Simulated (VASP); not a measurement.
# H2Pt (P6/mmm) in VASP: further runs

Runs on H2Pt. Level: PBE. Tasks: single point, relaxation of cell and atoms.

All numbers are computed with VASP 6.6.1; they aren't measurements. Logs are shortened: lines on timing, memory, paths and dates and some standing lists are left out, and cuts for length are marked.

## 1. The cell of the first run

It takes space group P6/mmm (No. 191, hexagonal). Conventional cell: a = 2.709 Å, b = 2.709 Å, c = 4.451 Å, α = 90.00°, β = 90.00°, γ = 120.00°. H (site symmetry 6mm) is surrounded by 1 H at 0.92 Å. Pt (site symmetry 6/mmm) has 2 H at 1.76 Å as nearest neighbours.

The cell was built by a generator and needn't be a form met in nature.

## 2. Single point, PBE (random cell by space group and Wyckoff sites (P6/mmm, No. 191))

Contents of INCAR:

```
SYSTEM = H2Pt
  PREC = Accurate
  ENCUT = 520
  EDIFF = 1E-6
  ISMEAR = 0
  SIGMA = 0.1
  LREAL = .False.
  LASPH = .True.
  NELM = 80
  ALGO = Fast
  ISIF = 2
  LWAVE = .False.
  LCHARG = .False.
  GGA = PE
  NBANDS = 13
```

Contents of KPOINTS:

```
regular mesh
0
Gamma
  21 21 10
  0 0 0
```

Contents of POSCAR:

```
H2Pt
1.0
    2.7088454748      0.0000000000      0.0000000000
   -1.3544227374      2.3459289961      0.0000000000
    0.0000000000      0.0000000000      4.4510442216
H Pt
2 1
Direct
    0.0000000000      0.0000000000      0.3962014162
    0.0000000000      0.0000000000      0.6037985838
    0.0000000000      0.0000000000      0.0000000000
```

Potentials or basis: VASP PAW PBE potentials, release 64 (H, Pt).

Started as:

```console
$ cat potpaw_PBE.64/H/POTCAR potpaw_PBE.64/Pt/POTCAR > POTCAR
$ mpirun -np 1 vasp_std > vasp.out
```

OUTCAR:

```text
SYSTEM = H2Pt
   PREC = Accurate
   ENCUT = 520
   EDIFF = 1E-6
   ISMEAR = 0
   LREAL = .False.
   LASPH = .True.
   NELM = 80
   ISIF = 2
   GGA = PE

 ion  position               nearest neighbor table
   1  0.000  0.000  0.396-   3 1.76
   2  0.000  0.000  0.604-   3 1.76
   3  0.000  0.000  0.000-   1 1.76   2 1.76

  LATTYP: Found a hexagonal cell.
 ALAT       =     2.7088454748
 C/A-ratio  =     1.6431517645

  Lattice vectors:

 A1 = (   2.7088454748,   0.0000000000,   0.0000000000)
 A2 = (  -1.3544227374,   2.3459289961,   0.0000000000)
 A3 = (   0.0000000000,   0.0000000000,   4.4510442216)

Analysis of symmetry for initial positions (statically):
=====================================================================
 Subroutine PRICEL returns:
 Original cell was already a primitive cell.

 Routine SETGRP: Setting up the symmetry group for a
 hexagonal supercell.

 Subroutine GETGRP returns: Found 24 space group operations
 (whereof 24 operations were pure point group operations)
 out of a pool of 24 trial point group operations.

The static configuration has the point symmetry D_6h.

Analysis of symmetry for dynamics (positions and initial velocities):
=====================================================================
 Subroutine PRICEL returns:
 Original cell was already a primitive cell.

 Routine SETGRP: Setting up the symmetry group for a
 hexagonal supercell.

 Subroutine GETGRP returns: Found 24 space group operations
 (whereof 24 operations were pure point group operations)
 out of a pool of 24 trial point group operations.

The dynamic configuration has the point symmetry D_6h.

 Subroutine INISYM returns: Found 24 space group operations
 (whereof 24 operations are pure point group operations),
 and found     1 'primitive' translations

----------------------------------------------------------------------------------------

                                     Primitive cell

  volume of cell :      28.2853

  direct lattice vectors                    reciprocal lattice vectors
     2.708845475  0.000000000  0.000000000     0.369160961  0.213135180  0.000000000
    -1.354422737  2.345928996  0.000000000     0.000000000  0.426270361  0.000000000
     0.000000000  0.000000000  4.451044222     0.000000000  0.000000000  0.224666382

  length of vectors
     2.708845475  2.708845475  4.451044222     0.426270361  0.426270361  0.224666382

  position of ions in fractional coordinates (direct lattice)
     0.000000000  0.000000000  0.396201416
     0.000000000  0.000000000  0.603798584
     0.000000000  0.000000000  0.000000000

  ion indices of the primitive-cell ions
   primitive index   ion index
                 1           1
                 2           2
                 3           3

----------------------------------------------------------------------------------------

 KPOINTS: regular mesh

Automatic generation of k-mesh.
 Grid dimensions read from file:
 generate k-points for:   21   21   10

 Generating k-lattice:

  Cartesian coordinates                     Fractional coordinates (reciprocal lattice)
     0.017579093  0.010149294  0.000000000     0.047619048  0.000000000  0.000000000
     0.000000000  0.020298589  0.000000000     0.000000000  0.047619048  0.000000000
     0.000000000  0.000000000  0.022466638     0.000000000  0.000000000  0.100000000

  Length of vectors
     0.020298589  0.020298589  0.022466638

  Shift w.r.t. Gamma in fractional coordinates (k-lattice)
     0.000000000  0.000000000  0.000000000

 Subroutine IBZKPT returns following result:
 ===========================================

 Found    288 irreducible k-points:

 Following reciprocal coordinates:
            Coordinates               Weight
  0.000000  0.000000  0.000000      1.000000
  0.047619  0.000000  0.000000      6.000000
  0.095238 -0.000000  0.000000      6.000000
  0.142857  0.000000  0.000000      6.000000
  0.190476 -0.000000  0.000000      6.000000
  0.238095  0.000000  0.000000      6.000000
[... 16 lines left out ...]
  0.142857  0.095238  0.000000     12.000000
  0.190476  0.095238  0.000000     12.000000
 [... further k-points ...]
   k-points           NKPTS =    288   k-points in BZ     NKDIM =    288   number of bands    NBANDS=     13
   number of dos      NEDOS =    301   number of ions     NIONS =      3
   total plane-waves  NPLWV =  14400
   dimension x,y,z NGX =    20 NGY =   20 NGZ =   36
   dimension x,y,z NGXF=    40 NGYF=   40 NGZF=   72
   ions per type =               2   1
   NGX,Y,Z   is equivalent  to a cutoff of  12.27, 12.27, 13.45 a.u.
   NGXF,Y,Z  is equivalent  to a cutoff of  24.55, 24.55, 26.89 a.u.
 SYSTEM =  H2Pt
   PREC   = accura    normal or accurate (medium, high low for compatibility)
   ISTART =      0    job   : 0-new  1-cont  2-samecut
   ICHARG =      2    charge: 1-file 2-atom 10-const
   ISPIN  =      1    spin polarized calculation?
   LNONCOLLINEAR =      F non collinear calculations
   LSORBIT =      F    spin-orbit coupling
   LASPH  =      T    aspherical Exc in radial PAW
   ENCUT  =  520.0 eV  38.22 Ry    6.18 a.u.   5.04  5.04  8.28*2*pi/ulx,y,z
   NELM   =     80;   NELMIN=  2; NELMDL= -5     # of ELM steps
   EDIFF  = 0.1E-05   stopping-criterion for ELM
   LREAL  =      F    real-space projection
[... 7 lines left out ...]
   TEBEG  =    0.0;   TEEND  =   0.0 temperature during run
   PSTRESS=    0.0 pullay stress
   NELECT =      12.0000    total number of electrons
   NUPDOWN=      -1.0000    fix difference up-down
   EMIN   =  10.00;   EMAX   =-10.00  energy-range for DOS
   EFERMI =   0.00;   METHOD = LEGACY
   ISMEAR =     0;   SIGMA  =   0.10  broadening in eV -4-tet -1-fermi 0-gaus
   EFERMI_NEDOS =   21; number of points for ismear=-14 and -15
   IALGO  =     68    algorithm
   IMIX   =      4    mixing-type and parameters
     AMIX     =   0.40;   BMIX     =  1.00
     AMIX_MAG =   1.60;   BMIX_MAG =  1.00
  volume/ion in A,a.u.               =       9.43        63.63
  Fermi-wavevector in a.u.,A,eV,Ry     =   1.230122  2.324594 20.588343  1.513201
  Thomas-Fermi vector in A             =   2.364983
   LORBIT       =      0    0 simple, 1 ext, 2 COOP (PROOUT), +10 PAW based schemes
   GGA     = PE    functional components
   LHFCALC =     F    Hartree Fock is set to
   AEXX    =    0.0000 exact exchange contribution
   IVDW    =     0    specifies the selected vdW correction
   LEPSILON=     F    determine dielectric tensor
   LRPA    =     F    only Hartree local field effects (RPA)
 non-spin polarized calculation
 RMM-DIIS sequential band-by-band and
 Gauss-broadening in eV      SIGMA  =   0.10
  energy-cutoff  :      520.00
  volume of cell :       28.29
 maximum number of plane-waves:       783
   NGX = 11   NGY = 11   NGZ = 17

 number of electron      11.9999998 magnetization

 Free energy of the ion-electron system (eV)
  ---------------------------------------------------
  ext. energy  EPLUGINS =         0.00000000
  ---------------------------------------------------
  free energy    TOTEN  =       -12.35803437 eV

  energy without entropy =      -12.35525081  energy(sigma->0) =      -12.35664259

 E-fermi :   4.5861     XC(G=0): -10.6993

 val. band max:        4.5492417459   @ k =   0.3333   0.0000   0.2000
 cond. band min:       4.5984759399   @ k =   0.2381   0.0952   0.2000
 fundamental gap:      0.0492341940
 Fermi energy:         4.5861142811

 k-point     1 :       0.0000    0.0000    0.0000
  band No.  band energies     occupation
      1      -5.1757      2.00000
      2      -2.2155      2.00000
      3       1.6161      2.00000
      4       1.6161      2.00000
      5       4.0690      2.00000
      6       4.0690      2.00000
      7       4.7649      0.01147
      8       7.2593      0.00000
      9      19.2943      0.00000
     10      19.7026      0.00000
     11      21.3124      0.00000
     12      24.7566      0.00000
     13      24.7566      0.00000

 k-point     2 :       0.0476    0.0000    0.0000
  band No.  band energies     occupation
      1      -5.1257      2.00000
      2      -2.1396      2.00000
      3       1.5669      2.00000
      4       1.6822      2.00000
      5       3.7462      2.00000
      6       4.0524      2.00000
      7       5.0941      0.00000
      8       7.2783      0.00000
      9      19.3102      0.00000
     10      19.3612      0.00000
     11      21.4384      0.00000
     12      24.5244      0.00000
     13      24.9362      0.00000

 k-point     3 :       0.0952   -0.0000    0.0000
  band No.  band energies     occupation
      1      -4.9807      2.00000
      2      -1.9173      2.00000
      3       1.4349      2.00000
      4       1.8781      2.00000
      5       3.2330      2.00000
      6       4.0042      2.00000
      7       5.6280      0.00000
      8       7.3345      0.00000
      9      18.3534      0.00000
     10      19.5494      0.00000
     11      21.7514      0.00000
     12      23.9422      0.00000
     13      25.2284      0.00000

 k-point     4 :       0.1429    0.0000    0.0000
  band No.  band energies     occupation
      1      -4.7537      2.00000
      2      -1.5711      2.00000
      3       1.2691      2.00000
      4       2.1961      2.00000
      5       2.7174      2.00000
      6       3.9296      2.00000
      7       6.1832      0.00000
      8       7.4248      0.00000
      9      17.1466      0.00000
     10      19.8235      0.00000
     11      22.0356      0.00000
     12      23.1963      0.00000
     13      25.4712      0.00000

 k-point     5 :       0.1905   -0.0000    0.0000
  band No.  band energies     occupation
      1      -4.4637      2.00000
      2      -1.1682      2.00000
      3       1.1688      2.00000
      4       2.2312      2.00000
      5       2.6224      2.00000
      6       3.8360      2.00000
      7       6.7333      0.00000
      8       7.5433      0.00000
      9      15.8729      0.00000
     10      20.1263      0.00000
     11      21.9552      0.00000
     12      22.4019      0.00000
     13      25.1759      0.00000
[... 257 lines left out ...]
 k-point    22 :       0.0952    0.0952    0.0000
  band No.  band energies     occupation
      1      -4.6246      2.00000
      2      -1.3572      2.00000
      3       1.1184      2.00000
      4       2.4407      2.00000
      5       2.5033      2.00000
      6       3.8593      2.00000
      7       6.4516      0.00000
      8       7.4788      0.00000
      9      16.6407      0.00000
     10      19.9698      0.00000
     11      21.1773      0.00000
     12      23.9397      0.00000
     13      25.3501      0.00000

 k-point    23 :       0.1429    0.0952    0.0000
  band No.  band energies     occupation
      1      -4.3453      2.00000
      2      -0.9286      2.00000
      3       0.9403      2.00000
      4       2.1000      2.00000
      5       2.9266      2.00000
      6       3.7389      2.00000
      7       6.9527      0.00000
      8       7.5976      0.00000
      9      15.5755      0.00000
     10      20.2433      0.00000
     11      20.2552      0.00000
     12      24.1245      0.00000
     13      24.9216      0.00000

 k-point    24 :       0.1905    0.0952    0.0000
  band No.  band energies     occupation
      1      -4.0255      2.00000
      2      -0.5588      2.00000
      3       0.9410      2.00000
      4       1.7232      2.00000
      5       3.5166      2.00000
      6       3.6036      2.00000
      7       7.4603      0.00000
      8       7.7363      0.00000
      9      14.5072      0.00000
     10      19.3362      0.00000
     11      20.4752      0.00000
     12      22.9766      0.00000
     13      23.9187      0.00000

 [... further k-points ...]
[... 5 lines left out ...]
  --------------------------------------------------------------------------------------
  -------------------------------------------------------------------------------------
  Total       -0.0763757     -0.0763757     -0.0049936      0.0000000     -0.0000000      0.0000000
  in kB       -4.3261829     -4.3261829     -0.2828563      0.0000000     -0.0000000      0.0000000
  external PRESSURE =      -2.9784074 kB  Pullay stress =       0.0000000 kB

 VOLUME and BASIS-vectors are now :
 -----------------------------------------------------------------------------
  energy-cutoff  :      520.00
  volume of cell :       28.29
      direct lattice vectors                 reciprocal lattice vectors
     2.708845475  0.000000000  0.000000000     0.369160961  0.213135180  0.000000000
    -1.354422737  2.345928996  0.000000000     0.000000000  0.426270361  0.000000000
     0.000000000  0.000000000  4.451044222     0.000000000  0.000000000  0.224666382

 POSITION                                       TOTAL-FORCE (eV/Angst)
 -----------------------------------------------------------------------------------
      0.00000      0.00000      1.76351        -0.000000     -0.000000      0.017853
      0.00000      0.00000      2.68753         0.000000      0.000000     -0.017853
      0.00000      0.00000      0.00000         0.000000     -0.000000     -0.000000
 -----------------------------------------------------------------------------------
    total drift:                               -0.000000      0.000000     -0.000000

  FREE ENERGIE OF THE ION-ELECTRON SYSTEM (eV)
  ---------------------------------------------------
  free  energy   TOTEN  =       -12.3580343740 eV

  energy  without entropy=      -12.3552508081  energy(sigma->0) =      -12.35664259
```

Wall time 64 s (1 thread of Intel Xeon Platinum 8259CL at 2.50GHz (Skylake/Cascade Lake), shared host); peak memory 0.22 GiB.

What came out:

* Free energy: -12.3580 eV
* Pressure: -0.3 GPa
* Largest force: 0.018 eV/Å
* Band gap on the k mesh: none (metal or under the smearing width)

Forces in eV/Å, atoms in the order of the input:
```
H    0.000  0.000  0.018
H    0.000  0.000 -0.018
Pt   0.000  0.000  0.000
```

Levels at points of the mesh, in eV from the Fermi level:
| k point | band 2 | band 3 | band 4 | band 5 | band 6 | band 7 | band 8 | band 9 | band 10 | band 11 |
| --- | --- | --- | --- | --- | --- | --- | --- | --- | --- | --- |
| (0.00, 0.00, 0.00) | -6.80 | -2.97 | -2.97 | -0.52 | -0.52 | 0.18 | 2.67 | 14.71 | 15.12 | 16.73 |
| (0.00, 0.00, 0.50) | -7.46 | -4.58 | -2.97 | -2.97 | -0.55 | -0.55 | 7.76 | 14.25 | 16.87 | 17.22 |

The run has no spin-orbit coupling, so splittings on Pt are missing.

## 3. Relaxation of cell and atoms, PBE (random cell by space group and Wyckoff sites (P6/mmm, No. 191))

Contents of INCAR:

```
SYSTEM = H2Pt
ALGO = Fast
EDIFF = 1E-6
EDIFFG = -0.01
ENCUT = 600
GGA = PE
IBRION = 2
ISIF = 3
ISMEAR = 0
LASPH = .True.
LCHARG = .False.
LREAL = .False.
LWAVE = .False.
NELM = 80
NSW = 100
PREC = Accurate
SIGMA = 0.1
```

Contents of KPOINTS:

```
k-points
0
Gamma
  21 21 10
  0 0 0
```

Contents of POSCAR:

```
H2Pt
1.0
    2.7039463386      0.0000000000      0.0000000000
   -1.3519731693      2.3416862197      0.0000000000
    0.0000000000      0.0000000000      4.4787022508
H Pt
2 1
Direct
    0.0000000000      0.0000000000      0.3974592095
    0.0000000000      0.0000000000      0.6025407905
    0.0000000000      0.0000000000      0.0000000000
```

Potentials or basis: VASP PAW PBE potentials, release 64 (H, Pt).

Started as:

```console
$ cat potpaw_PBE.64/H/POTCAR potpaw_PBE.64/Pt/POTCAR > POTCAR
$ mpirun -np 1 vasp_std > vasp.out
```

It took 2.2 min on 1 thread of Intel Xeon Platinum 8259CL at 2.50GHz (Skylake/Cascade Lake), shared host; peak memory 0.25 GiB.

It converged, with:

* Free energy: -12.3589 eV
* Relaxed volume: 9.42 Å³/atom
* Relaxed cell: a = 2.707 Å, b = 2.707 Å, c = 4.453 Å, α = 90.00°, β = 90.00°, γ = 120.00°
* Space group after relaxing (to 0.05 Å): P6/mmm (No. 191)
* Energy gained by relaxing: 0.4 meV/atom
* Ionic steps: 5
* Pressure after relaxing: 0.0 GPa
* Largest force after relaxing: 0.004 eV/Å
* Band gap on the k mesh: none (metal or under the smearing width)

Forces in eV/Å, atoms in the order of the input:
```
H    0.000  0.000  0.004
H    0.000  0.000 -0.004
Pt   0.000  0.000  0.000
```

Step by step:
| step | energy change (eV) | largest force (eV/Å) | pressure (GPa) | volume (Å³) |
| --- | --- | --- | --- | --- |
| 1 | 0.0000 | 0.0630 | -0.44 | 28.36 |
| 2 | -0.0013 | 0.0277 | 0.02 | 28.25 |
| 3 | -0.0013 | 0.0233 | 0.08 | 28.24 |
| 4 | -0.0013 | 0.0226 | 0.09 | 28.24 |
| 5 | -0.0013 | 0.0038 | -0.02 | 28.26 |

Final structure:
```yaml
crystal:
  lattice:
    - [2.70697, 0.00000, 0.00000]
    - [-1.35349, 2.34431, 0.00000]
    - [0.00000, 0.00000, 4.45268]
  atoms:
    - { symbol: H, position: [0.00000, 0.00000, 0.39642] }
    - { symbol: H, position: [0.00000, 0.00000, 0.60358] }
    - { symbol: Pt, position: [0.00000, 0.00000, 0.00000] }
```

Levels at points of the mesh, in eV from the Fermi level:
```
           k point  band 3  band 4  band 5  band 6  band 7  band 8  band 9  band 10
(0.00, 0.00, 0.00)   -2.98   -2.98   -0.51   -0.51    0.17    2.65   14.71    15.13
(0.00, 0.00, 0.50)   -4.58   -2.97   -2.97   -0.54   -0.54    7.75   14.24    16.87
```

[end of part 1 of 2]
